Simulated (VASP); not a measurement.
MoS2:

```
Mo S
1.0
     3.16900    0.00000    0.00000
    -1.58450    2.74443    0.00000
     0.00000    0.00000   12.32400
Mo S
2 4
Direct
  0.66667 0.33333 0.75000
  0.33333 0.66667 0.25000
  0.66667 0.33333 0.37700
  0.33333 0.66667 0.87700
  0.66667 0.33333 0.12300
  0.33333 0.66667 0.62300
```

```yaml
Program: VASP 6.6.1
Task: single point
Functional: PBE
Potentials_or_basis: VASP PAW PBE potentials, release 64 (Mo_sv, S)
Cutoff: 520 eV
k_mesh: 10 × 10 × 3
Occupations: fermi-dirac, width 0.05 eV
Spin: no spin polarisation
```

On this cell: pressure 1.9 GPa; largest force 0.078 eV/Å; band gap on the k mesh 0.94 eV, indirect (least direct gap 1.87 eV).

The same run follows on a disturbed copy (atoms moved at random, drawn with an rms of 0.05 Å):

```
CELL_PARAMETERS angstrom
3.16900 0.00000 0.00000
-1.58450 2.74443 0.00000
0.00000 0.00000 12.32400
ATOMIC_POSITIONS crystal
Mo 0.68274 0.33982 0.75201
Mo 0.33925 0.65234 0.25137
S 0.66681 0.34133 0.37882
S 0.32838 0.64731 0.87916
S 0.67197 0.34127 0.12367
S 0.34598 0.67013 0.62281
```

**Question.** What changes?

**Answer.** The energy moves by +15.9 meV/atom; pressure 1.1 GPa; largest force 1.490 eV/Å; band gap on the k mesh 0.92 eV, indirect (least direct gap 1.76 eV).

Forces on the atoms (eV/Å):
```
Mo  -0.327 -0.755 -0.417
Mo  -0.904  1.183 -0.062
S    0.537 -0.597 -0.117
S    0.265  0.649 -0.105
S    0.371 -0.586  0.178
S    0.057  0.107  0.523
```

Stress tensor (GPa, compression positive):
```
 2.24 -0.26  0.84
-0.26  0.39  1.18
 0.84  1.18  0.78
```

Caveats: an odd mesh through Γ misses points on the zone boundary, where band edges often lie; this functional lacks dispersion, which binds the layers, so the pressure and a relaxed spacing across them are unreliable (some runs).
